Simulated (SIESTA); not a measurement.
## Convergence study of the SCF threshold for LiI (I4mm, 2 atoms in the cell)

```xyz
2
Lattice="0.0000 3.0250 3.0250 3.0250 0.0000 3.0250 3.0250 3.0250 0.0000" Properties=species:S:1:pos:R:3 pbc="T T T"
Li     0.0000     0.0000     0.0500
I      3.0250     3.0250     3.0250
```

Method of the run: GGA PBE, numerical atomic orbitals DZP, PseudoDojo PBE standard norm-conserving potentials (rewritten from UPF to PSML) in SIESTA.

Base settings: XC.functional = GGA; XC.authors = PBE; potentials = PseudoDojo PBE standard; PAO.BasisSize = DZP; PAO.EnergyShift = 0.005 Ry; MeshCutoff = 300 Ry; kgrid.MonkhorstPack = 7 7 7; OccupationFunction = FD; ElectronicTemperature = 0.05 eV; PAO.Polarization.NonPerturbative = true.

In this ladder: SCF.DM.Tolerance = default; SCF.DM.Converge = false; SCF.H.Converge = false; SCF.FreeE.Converge = true.

The mesh stays at the base's, so the ladder's end is converged at best in this setting alone.

Only quantities that move along the ladder and can be compared are tabulated.

The starting cell has typed, rounded lattice constants, without a prior relaxation at this level. Its lattice was rescaled by up to half a per cent. One atom was moved a little off its site on purpose. Spin-orbit coupling is off. Values carry the incompleteness of an atom-centred basis.

| SCF.FreeE.Tolerance | free energy less the last step's (meV/atom) | gap on the mesh (eV) |
|---|---|---|
| 1.0E-01 eV | 2.35 | 4.276 |
| 1.0E-02 eV | 2.35 | 4.276 |
| 1.0E-03 eV | 0.03 | 4.376 |
| 1.0E-04 eV | 0.03 | 4.376 |
| 1.0E-05 eV | 0.00 | 4.399 |
| 1.0E-06 eV | 0.00 | 4.399 |
| 1.0E-07 eV | 0.00 | 4.399 |
| 1.0E-08 eV | 0.00 | 4.399 |
| 1.0E-10 eV | 0.00 | 4.400 |
| 1.0E-12 eV | 0.00 | 4.400 |

Coarsest SCF.FreeE.Tolerance that holds the gap on the mesh within 0.05 eV of the last step, with all finer ones: 1.0E-03 eV; the step before is off by 0.12 eV.

Coarsest SCF.FreeE.Tolerance that holds the free energy within 2 meV/atom of the last step, with all finer ones: 1.0E-03 eV; the step before is off by 2.4 meV/atom.

Two neighbours can agree and both be off: 1.0E-01 eV and 1.0E-02 eV differ by 0.00 meV/atom in the free energy, yet lie about 2.4 meV/atom from the last step.
